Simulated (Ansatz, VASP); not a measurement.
Si: VASP beside Ansatz

```
Si
1.0
     0.00000    2.71500    2.71500
     2.71500    0.00000    2.71500
     2.71500    2.71500    0.00000
Si
2
Direct
  0.00000 0.00000 0.00000
  0.25000 0.25000 0.25000
```

Alike in both runs: task relaxation of cell and atoms; functional PBE; k mesh 10 × 10 × 10; occupations gaussian, width 0.01 eV; no spin polarisation.

```csv
,VASP,Ansatz
version,VASP 6.6.1,Ansatz 0.2.0
potentials or method,"VASP PAW PBE potentials, release 64 (Si)","scalar-relativistic, plane waves, PAW"
plane-wave cutoff (eV),600,420
valence electrons in the cell,8,8
```

|  | VASP | Ansatz | Ansatz less VASP |
| --- | --- | --- | --- |
| gap on the k mesh at the Fermi level, each at its own relaxed structure (eV) | 0.62 | 0.62 | -0.001 |
| relaxed volume (Å³/atom) | 20.44 | 20.46 | +0.018 |
| relaxed cell length with the largest relative difference (Å) | 3.867 | 3.868 | +0.0011 |
| energy change over the relaxation (meV/atom) | -3 | -3 | -0.2 |

A k mesh can miss the band edges.
